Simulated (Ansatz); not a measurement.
The cell is La2O3 on the sites of the B-type structure (relaxed group P-3m1); cell and atoms were relaxed with r2SCAN. It is trigonal, P-3m1 (No. 164); conventional cell a = 3.935 Å, c = 6.126 Å, 16.43 Å³ an atom. Around La lie 7 O at 2.37–2.73 Å; around O lie 6 La at 2.73 Å; around O lie 4 La at 2.37–2.45 Å. The runs used a cell of 15 atoms, 3 times the primitive one, so meshes, points and the kind of gap refer to a folded zone.

```
La O
1.0
     7.00647   -1.96784   -0.20605
     7.00647    1.96784   -0.20605
    -1.77741    0.00000    8.99049
La O
6 9
Direct
  0.64019 0.64019 0.52651
  0.35981 0.35981 0.47349
  0.02648 0.02648 0.80681
  0.69314 0.69314 0.14015
  0.30686 0.30686 0.85985
  0.97352 0.97352 0.19319
  0.16665 0.16665 0.33332
  0.82648 0.82648 0.00685
  0.84018 0.84018 0.32649
  0.49314 0.49314 0.34018
  0.50686 0.50686 0.65982
  0.50000 0.50000 0.00000
  0.17352 0.17352 0.99315
  0.15982 0.15982 0.67351
  0.83335 0.83335 0.66668
```

4 runs of the plane-wave code Ansatz on this cell differ in the functional (and in the settings that go with it). Levels are in eV from each run's valence top; v1 is the last filled band, c1 the first empty one.

Run A, mean stress 0.0 GPa (compression positive):
```
point     v5     v3     v1    c1    c2    c3
    Γ  -0.24  -0.16  -0.12  4.62  4.62  4.75
    C  -0.24  -0.16  -0.12  4.23  4.62  4.62
   Y₂  -0.47  -0.30  -0.17  4.28  4.91  4.91
   M₂  -0.31  -0.14   0.00  4.75  4.75  4.89
```

Run B, mean stress +1.3 GPa (compression positive):
```
point     v5     v3     v1    c1    c2    c3
    Γ  -0.23  -0.15  -0.11  4.14  4.14  4.27
    C  -0.23  -0.15  -0.11  3.86  4.14  4.14
   Y₂  -0.47  -0.29  -0.17  3.84  4.40  4.40
   M₂  -0.30  -0.14   0.00  4.27  4.27  4.36
```

Run C, mean stress -1.2 GPa (compression positive):
```
point     v5     v3     v1    c1    c2    c3
    Γ  -0.25  -0.16  -0.09  5.83  5.83  6.06
    C  -0.25  -0.16  -0.13  5.29  5.83  5.83
   Y₂  -0.51  -0.32  -0.16  5.37  6.29  6.29
   M₂  -0.31  -0.13   0.00  5.99  5.99  6.23
```

Run D, mean stress -1.1 GPa (compression positive):
```
point     v5     v3     v1    c1    c2    c3
    Γ  -0.25  -0.16  -0.09  6.59  6.59  6.78
    C  -0.25  -0.16  -0.13  6.03  6.58  6.58
   Y₂  -0.51  -0.32  -0.16  6.13  7.04  7.04
   M₂  -0.31  -0.13   0.00  6.74  6.74  6.99
```

Problem. Match the runs to PBE, r2SCAN, HSE06, PBE0.

Solution. A is r2SCAN, B is PBE, C is HSE06, D is PBE0. In order of the gap: PBE 3.84, r2SCAN 4.23, HSE06 5.29, PBE0 6.03 eV. The stress vanishes for r2SCAN, which relaxed the cell.

No spin polarisation and no zero-point or thermal motion.

Spin-orbit coupling is left out.

The stress of a hybrid is loosely converged in these runs.

The meshes of the hybrids are coarse, so their gaps aren't converged to the digits shown.
